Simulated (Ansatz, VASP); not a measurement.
# One calculation of AlGaN2, two programs

```xyz
4
Lattice="3.1385 0.0000 0.0000 0.0000 3.1385 0.0000 0.0000 0.0000 4.4224" Properties=species:S:1:pos:R:3 pbc="T T T"
Al    1.5693    1.5693    2.2112
Ga    0.0000    0.0000    0.0000
N     1.5693    0.0000    3.2685
N     0.0000    1.5693    1.1539
```

Alike in both runs: functional r2SCAN; k mesh 8 × 8 × 6; occupations gaussian, width 0.02 eV; no spin polarisation.

Ansatz relaxed the structure, and its values are those at the end. VASP's run is a single point on that final structure, the one shown.

|  | VASP | Ansatz |
| --- | --- | --- |
| version | VASP 6.6.1 | Ansatz 0.2.0 |
| potentials or method | VASP PAW PBE potentials, release 64 (Al, Ga_d, N) | scalar-relativistic, plane waves, PAW |
| plane-wave cutoff (eV) | 520 | 500 |
| valence electrons in the cell | 26 | 26 |

Ansatz gave:

```
gap on the k mesh at the Fermi level (eV) : 3.37
least direct gap on the mesh (eV)         : 3.37
pressure (GPa)                            : 0.0
rms of the force components (eV/Å)        : 0.000
```

What did VASP give for the same quantities?

gap on the k mesh at the Fermi level (eV): 3.38; least direct gap on the mesh (eV): 3.38; pressure (GPa): 0.3; rms of the force components (eV/Å): 0.037.

The functional is the same, so the differences come from potentials, cutoffs and numerics.

Caveats: the PAW data sets were made with another functional, which shifts forces and pressure a little (VASP). r2SCAN opens gaps a little over a GGA but as a rule still falls short of measured ones. A k mesh can miss the band edges.
